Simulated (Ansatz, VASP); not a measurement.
Two plane-wave programs on Na

Contents of INCAR:

```
PREC = Accurate
ENCUT = 520
EDIFF = 1E-6
ISMEAR = -1
SIGMA = 0.05
LREAL = False
LASPH = True
NELM = 60
ALGO = Fast
ISIF = 2
LWAVE = False
LCHARG = False
GGA = PE
NBANDS = 10
```

The input KPOINTS:

```
regular mesh
0
Gamma
  5 5 5
```

POSCAR

```
Na
1.0
   -2.1410000000      2.1410000000      2.1410000000
    2.1410000000     -2.1410000000      2.1410000000
    2.1410000000      2.1410000000     -2.1410000000
Na
1
Direct
    0.0000000000      0.0000000000      0.0000000000
```

input.yaml

```yaml
crystal:
  lattice:
    - [-2.141, 2.141, 2.141]
    - [2.141, -2.141, 2.141]
    - [2.141, 2.141, -2.141]
  atoms:
    - { symbol: Na, position: [0.0, 0.0, 0.0] }
hamiltonian:
  xc: pbe
  pseudopotentials: { kind: paw }
kpoints:
  mp_grid: { grid: [5, 5, 5] }
  band_path:
    path:
      - [[0.0, 0.0, 0.0], [0.5, -0.5, 0.5], [0.0, 0.0, 0.5], [0.0, 0.0, 0.0], [0.25, 0.25, 0.25], [0.5, -0.5, 0.5]]
      - [[0.25, 0.25, 0.25], [0.0, 0.0, 0.5]]
    npoints: 14
scf:
  occupations: { method: fermi_dirac, width: 0.05 }
  n_extra_bands: 6
output:
  forces: true
  stress: true
  eigenvalues: true
  fatbands: false
```

Alike in both runs: functional PBE; k mesh 5 × 5 × 5; occupations fermi-dirac, width 0.05 eV; no spin polarisation.

|  | VASP | Ansatz |
| --- | --- | --- |
| version | VASP 6.6.1 | Ansatz 0.2.0 |
| potentials or method | VASP PAW PBE potentials, release 64 (Na_pv) | Ansatz PAW |
| plane-wave cutoff (eV) | 520 | 420 |
| valence electrons in the cell | 7 | 9 |
| task | single point | band structure |

Ansatz gave:

* gap on the k mesh at the Fermi level (eV): none
* pressure (GPa): -0.4

Problem. Which values does VASP return?

Solution. gap on the k mesh at the Fermi level (eV): none; pressure (GPa): -0.5.

A gap of «none» marks a metal or a gap that the smearing closes. The two sets of potentials don't hold the same shells in valence.

Caveats: the k mesh is coarse (spacing up to 0.42 Å⁻¹), so the values aren't converged.
